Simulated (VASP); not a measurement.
# V (Im-3m) in VASP: a series of runs

One crystal, V, is run at these levels: PBE; tasks: relaxation of cell and atoms.

All numbers are computed with VASP 6.6.1; they aren't measurements. Logs are shortened: lines on timing, memory, paths and dates and some standing lists are left out, and cuts for length are marked.

## (1) The crystal as given

It takes space group Im-3m (No. 229, cubic). Conventional cell: a = 3.029 Å, b = 3.029 Å, c = 3.029 Å, α = 90.00°, β = 90.00°, γ = 90.00°. V (site symmetry m-3m) has 8 V at 2.62 Å as nearest neighbours.

## (2) Relaxation of cell and atoms, PBE, collinear spin, ferromagnetic start

The input, INCAR:

```
SYSTEM = V
  ALGO = Normal
  EDIFF = 1E-6
  EDIFFG = -0.01
  ENCUT = 520
  GGA = PE
  IBRION = 2
  ISIF = 3
  ISMEAR = 0
  ISPIN = 2
  LASPH = .True.
  LCHARG = .False.
  LMAXMIX = 4
  LORBIT = 11
  LREAL = .False.
  LWAVE = .False.
  MAGMOM = 2
  NELM = 120
  NSW = 90
  PREC = Accurate
  SIGMA = 0.1
```

The input, KPOINTS:

```
k-points
0
Gamma
  20 20 20
  0 0 0
```

The input, POSCAR:

```
V
1.0
   -1.5143500000      1.5143500000      1.5143500000
    1.5143500000     -1.5143500000      1.5143500000
    1.5143500000      1.5143500000     -1.5143500000
V
1
Direct
    0.0000000000      0.0000000000      0.0000000000
```

Potentials or basis: VASP PAW PBE potentials, release 64 (V_sv).

The run is started by

```console
$ cat potpaw_PBE.64/V_sv/POTCAR > POTCAR
$ mpirun -np 1 vasp_std > vasp.out
```

OUTCAR:

```text
SYSTEM = V
   EDIFF = 1E-6
   EDIFFG = -0.01
   ENCUT = 520
   GGA = PE
   IBRION = 2
   ISIF = 3
   ISMEAR = 0
   ISPIN = 2
   LASPH = .True.
   LORBIT = 11
   LREAL = .False.
   NELM = 120
   NSW = 90
   PREC = Accurate

 ion  position               nearest neighbor table
   1  0.000  0.000  0.000-

  LATTYP: Found a body centered cubic cell.
 ALAT       =     3.0287000000

  Lattice vectors:

 A1 = (  -1.5143500000,   1.5143500000,   1.5143500000)
 A2 = (   1.5143500000,  -1.5143500000,   1.5143500000)
 A3 = (   1.5143500000,   1.5143500000,  -1.5143500000)

Analysis of symmetry for initial positions (statically):
=====================================================================
 Subroutine PRICEL returns:
 Original cell was already a primitive cell.

 Routine SETGRP: Setting up the symmetry group for a
 body centered cubic supercell.

 Subroutine GETGRP returns: Found 48 space group operations
 (whereof 48 operations were pure point group operations)
 out of a pool of 48 trial point group operations.

The static configuration has the point symmetry O_h .

Analysis of symmetry for dynamics (positions and initial velocities):
=====================================================================
 Subroutine PRICEL returns:
 Original cell was already a primitive cell.

 Routine SETGRP: Setting up the symmetry group for a
 body centered cubic supercell.

 Subroutine GETGRP returns: Found 48 space group operations
 (whereof 48 operations were pure point group operations)
 out of a pool of 48 trial point group operations.

The dynamic configuration has the point symmetry O_h .

Analysis of structural, dynamic, and magnetic symmetry:
=====================================================================
 Subroutine PRICEL returns:
 Original cell was already a primitive cell.

 Routine SETGRP: Setting up the symmetry group for a
 body centered cubic supercell.

 Subroutine GETGRP returns: Found 48 space group operations
 (whereof 48 operations were pure point group operations)
 out of a pool of 48 trial point group operations.

The overall configuration has the point symmetry O_h .

 Subroutine INISYM returns: Found 48 space group operations
 (whereof 48 operations are pure point group operations),
 and found     1 'primitive' translations

----------------------------------------------------------------------------------------

                                     Primitive cell

  volume of cell :      13.8912

  direct lattice vectors                    reciprocal lattice vectors
    -1.514350000  1.514350000  1.514350000     0.000000000  0.330174662  0.330174662
     1.514350000 -1.514350000  1.514350000     0.330174662  0.000000000  0.330174662
     1.514350000  1.514350000 -1.514350000     0.330174662  0.330174662  0.000000000

  length of vectors
     2.622931140  2.622931140  2.622931140     0.466937486  0.466937486  0.466937486

  position of ions in fractional coordinates (direct lattice)
     0.000000000  0.000000000  0.000000000

  ion indices of the primitive-cell ions
   primitive index   ion index
                 1           1

----------------------------------------------------------------------------------------

 KPOINTS: k-points

Automatic generation of k-mesh.
 Grid dimensions read from file:
 generate k-points for:   20   20   20

 Generating k-lattice:

  Cartesian coordinates                     Fractional coordinates (reciprocal lattice)
     0.000000000  0.016508733  0.016508733     0.050000000  0.000000000  0.000000000
     0.016508733  0.000000000  0.016508733     0.000000000  0.050000000  0.000000000
     0.016508733  0.016508733  0.000000000     0.000000000  0.000000000  0.050000000

  Length of vectors
     0.023346874  0.023346874  0.023346874

  Shift w.r.t. Gamma in fractional coordinates (k-lattice)
     0.000000000  0.000000000  0.000000000

 Subroutine IBZKPT returns following result:
 ===========================================

 Found    256 irreducible k-points:

 Following reciprocal coordinates:
            Coordinates               Weight
  0.000000  0.000000  0.000000      1.000000
  0.050000  0.000000  0.000000     12.000000
  0.100000  0.000000  0.000000     12.000000
  0.150000  0.000000  0.000000     12.000000
  0.200000  0.000000  0.000000     12.000000
  0.250000  0.000000  0.000000     12.000000
[... 16 lines left out ...]
  0.200000  0.100000  0.000000     48.000000
  0.250000  0.100000 -0.000000     48.000000
 [... further k-points ...]
   k-points           NKPTS =    256   k-points in BZ     NKDIM =    256   number of bands    NBANDS=     11
   number of dos      NEDOS =    301   number of ions     NIONS =      1
   total plane-waves  NPLWV =   8000
   dimension x,y,z NGX =    20 NGY =   20 NGZ =   20
   dimension x,y,z NGXF=    40 NGYF=   40 NGZF=   40
   ions per type =               1
   NGX,Y,Z   is equivalent  to a cutoff of  12.68, 12.68, 12.68 a.u.
   NGXF,Y,Z  is equivalent  to a cutoff of  25.35, 25.35, 25.35 a.u.
 SYSTEM =  V
   PREC   = accura    normal or accurate (medium, high low for compatibility)
   ISTART =      0    job   : 0-new  1-cont  2-samecut
   ICHARG =      2    charge: 1-file 2-atom 10-const
   ISPIN  =      2    spin polarized calculation?
   LNONCOLLINEAR =      F non collinear calculations
   LSORBIT =      F    spin-orbit coupling
   LASPH  =      T    aspherical Exc in radial PAW
   ENCUT  =  520.0 eV  38.22 Ry    6.18 a.u.   4.88  4.88  4.88*2*pi/ulx,y,z
   NELM   =    120;   NELMIN=  2; NELMDL= -5     # of ELM steps
   EDIFF  = 0.1E-05   stopping-criterion for ELM
   LREAL  =      F    real-space projection
   EDIFFG = -.1E-01   stopping-criterion for IOM
   NSW    =     90    number of steps for IOM
   IBRION =      2    ionic relax: 0-MD 1-quasi-New 2-CG
   NFREE  =      1    steps in history (QN), initial steepest desc. (CG)
   ISIF   =      3    stress and relaxation
   ISYM   =      2    0-nonsym 1-usesym 2-fastsym
   POTIM  = 0.5000    time-step for ionic-motion
   TEBEG  =    0.0;   TEEND  =   0.0 temperature during run
   PSTRESS=    0.0 pullay stress
   NELECT =      13.0000    total number of electrons
   NUPDOWN=      -1.0000    fix difference up-down
   EMIN   =  10.00;   EMAX   =-10.00  energy-range for DOS
   EFERMI =   0.00;   METHOD = LEGACY
   ISMEAR =     0;   SIGMA  =   0.10  broadening in eV -4-tet -1-fermi 0-gaus
   EFERMI_NEDOS =   21; number of points for ismear=-14 and -15
   IALGO  =     38    algorithm
   IMIX   =      4    mixing-type and parameters
     AMIX     =   0.40;   BMIX     =  1.00
     AMIX_MAG =   1.60;   BMIX_MAG =  1.00
  volume/ion in A,a.u.               =      13.89        93.74
  Fermi-wavevector in a.u.,A,eV,Ry     =   1.601313  3.026044 34.888125  2.564205
  Thomas-Fermi vector in A             =   2.698311
   LORBIT       =     11    0 simple, 1 ext, 2 COOP (PROOUT), +10 PAW based schemes
   GGA     = PE    functional components
   LHFCALC =     F    Hartree Fock is set to
   AEXX    =    0.0000 exact exchange contribution
   IVDW    =     0    specifies the selected vdW correction
   LEPSILON=     F    determine dielectric tensor
   LRPA    =     F    only Hartree local field effects (RPA)
 conjugate gradient relaxation of ions
 spin polarized calculation
 Gauss-broadening in eV      SIGMA  =   0.10
  energy-cutoff  :      520.00
  volume of cell :       13.89
 maximum number of plane-waves:       386
   NGX =  9   NGY =  9   NGZ =  9

--------------------------------------- Ionic step        1  -------------------------------------------

 number of electron      12.9999997 magnetization       0.0000002

 Free energy of the ion-electron system (eV)
  ---------------------------------------------------
  ext. energy  EPLUGINS =         0.00000000
  ---------------------------------------------------
  free energy    TOTEN  =        -8.98999303 eV

  energy without entropy =       -8.98093351  energy(sigma->0) =       -8.98546327

------------------------ aborting loop because EDIFF is reached ----------------------------------------

  FORCE on cell =-STRESS in cart. coord.  units (eV):
  Direction    XX          YY          ZZ          XY          YZ          ZX
  --------------------------------------------------------------------------------------
  -------------------------------------------------------------------------------------
  Total       -0.4534584     -0.4534584     -0.4534584      0.0000000     -0.0000000      0.0000000
  in kB      -52.3009136    -52.3009136    -52.3009136      0.0000000     -0.0000000      0.0000000
  external PRESSURE =     -52.3009136 kB  Pullay stress =       0.0000000 kB

 VOLUME and BASIS-vectors are now :
 -----------------------------------------------------------------------------
  energy-cutoff  :      520.00
  volume of cell :       13.89
      direct lattice vectors                 reciprocal lattice vectors
    -1.514350000  1.514350000  1.514350000     0.000000000  0.330174662  0.330174662
     1.514350000 -1.514350000  1.514350000     0.330174662  0.000000000  0.330174662
     1.514350000  1.514350000 -1.514350000     0.330174662  0.330174662  0.000000000
[... 7 lines left out ...]
  FREE ENERGIE OF THE ION-ELECTRON SYSTEM (eV)
  ---------------------------------------------------
  free  energy   TOTEN  =        -8.9899930278 eV

  energy  without entropy=       -8.9809335092  energy(sigma->0) =       -8.98546327

--------------------------------------- Ionic step        2  -------------------------------------------

 number of electron      13.0000000 magnetization      -0.0000032

 number of electron      13.0000000 magnetization       0.0000022

 E-fermi :  10.1528     XC(G=0): -13.0990

 val. band max:       10.1493249904   @ k =   0.3000   0.0000   0.0000
 cond. band min:      10.1632922746   @ k =  -0.4500   0.5000   0.1000
 fundamental gap:      0.0139672842
 Fermi energy:        10.1528044249

 spin component 1

 k-point     1 :       0.0000    0.0000    0.0000
  band No.  band energies     occupation
      1     -53.5261      1.00000
      2     -26.7658      1.00000
      3     -26.7658      1.00000
      4     -26.7658      1.00000
      5       3.4960      1.00000
      6      10.5732      0.00000
      7      10.5732      0.00000
      8      10.5732      0.00000
      9      12.6737      0.00000
     10      12.6737      0.00000
     11      30.9240      0.00000

 k-point     2 :       0.0500    0.0000    0.0000
  band No.  band energies     occupation
      1     -53.5207      1.00000
      2     -26.7917      1.00000
      3     -26.7737      1.00000
      4     -26.7660      1.00000
      5       3.6008      1.00000
      6      10.5274      0.00000
      7      10.5640      0.00000
      8      10.6488      0.00000
      9      12.6194      0.00000
     10      12.6765      0.00000
     11      30.7606      0.00000
[... 676 lines left out ...]
  FREE ENERGIE OF THE ION-ELECTRON SYSTEM (eV)
  ---------------------------------------------------
  free  energy   TOTEN  =        -8.9865784073 eV

  energy  without entropy=       -8.9780821503  energy(sigma->0) =       -8.98233028

--------------------------------------- Ionic step        3  -------------------------------------------

 number of electron      12.9999990 magnetization      -0.0000001

 number of electron      12.9999990 magnetization       0.0000005

 Free energy of the ion-electron system (eV)
  ---------------------------------------------------
  ext. energy  EPLUGINS =         0.00000000
  ---------------------------------------------------
  free energy    TOTEN  =        -8.99690409 eV

  energy without entropy =       -8.98811933  energy(sigma->0) =       -8.99251171

 E-fermi :   9.6931     XC(G=0): -12.9008

 val. band max:        9.6922793757   @ k =  -0.3000   0.3000   0.1500
 cond. band min:       9.6961696161   @ k =   0.1000   0.0500   0.0500
 fundamental gap:      0.0038902404
 Fermi energy:         9.6931298276

 spin component 1

 k-point     1 :       0.0000    0.0000    0.0000
  band No.  band energies     occupation
      1     -54.0277      1.00000
      2     -27.3294      1.00000
      3     -27.3294      1.00000
      4     -27.3294      1.00000
      5       3.1122      1.00000
      6      10.1062      0.00000
      7      10.1062      0.00000
      8      10.1062      0.00000
      9      12.1133      0.00000
     10      12.1133      0.00000
     11      30.1779      0.00000

 k-point     2 :       0.0500    0.0000    0.0000
  band No.  band energies     occupation
      1     -54.0230      1.00000
      2     -27.3523      1.00000
      3     -27.3364      1.00000
      4     -27.3296      1.00000
      5       3.2135      1.00000
      6      10.0629      0.00000
      7      10.0975      0.00000
      8      10.1782      0.00000
      9      12.0624      0.00000
     10      12.1160      0.00000
     11      29.9974      0.00000
[... 670 lines left out ...]
 POSITION                                       TOTAL-FORCE (eV/Angst)
 -----------------------------------------------------------------------------------
      0.00000      0.00000      0.00000         0.000000      0.000000      0.000000
 -----------------------------------------------------------------------------------
    total drift:                                0.000000     -0.000000      0.000000

  FREE ENERGIE OF THE ION-ELECTRON SYSTEM (eV)
  ---------------------------------------------------
  free  energy   TOTEN  =        -8.9969040855 eV

  energy  without entropy=       -8.9881193253  energy(sigma->0) =       -8.99251171

 reached required accuracy - stopping structural energy minimisation

 total charge

# of ion       s       p       d       tot
------------------------------------------
    1        2.341   6.222   3.086  11.649

 magnetization (x)

# of ion       s       p       d       tot
------------------------------------------
    1        0.000   0.000  -0.000  -0.000
```

It took 67 s on 1 thread of Intel Xeon Platinum 8559C (Emerald Rapids), shared host; peak memory 0.19 GiB.

Results:

| Item | Value |
| --- | --- |
| Free energy | -8.9969 eV |
| Relaxed volume | 13.48 Å³/atom |
| Relaxed cell | a = 2.597 Å, b = 2.597 Å, c = 2.597 Å, α = 109.47°, β = 109.47°, γ = 109.47° |
| Space group after relaxing (to 0.05 Å) | Im-3m (No. 229) |
| Energy gained by relaxing | 6.9 meV/atom |
| Ionic steps | 3 |
| Pressure after relaxing | -0.1 GPa |
| Band gap on the k mesh | none (metal or under the smearing width) |
| Net moment | 0.00 μB per cell |
| Valence electrons inside the program's atomic spheres | V 11.65 |

The path:
```csv
step,energy change (eV),largest force (eV/Å),pressure (GPa),volume (Å³)
1,0.0000,0.0000,-5.23,13.89
2,0.0034,0.0000,7.15,13.00
3,-0.0069,0.0000,-0.06,13.48
```

Final structure:
```
CELL_PARAMETERS angstrom
-1.49928 1.49928 1.49928
1.49928 -1.49928 1.49928
1.49928 1.49928 -1.49928
ATOMIC_POSITIONS crystal
V 0.00000 0.00000 0.00000
```

(Continued in part 2 of 2.)
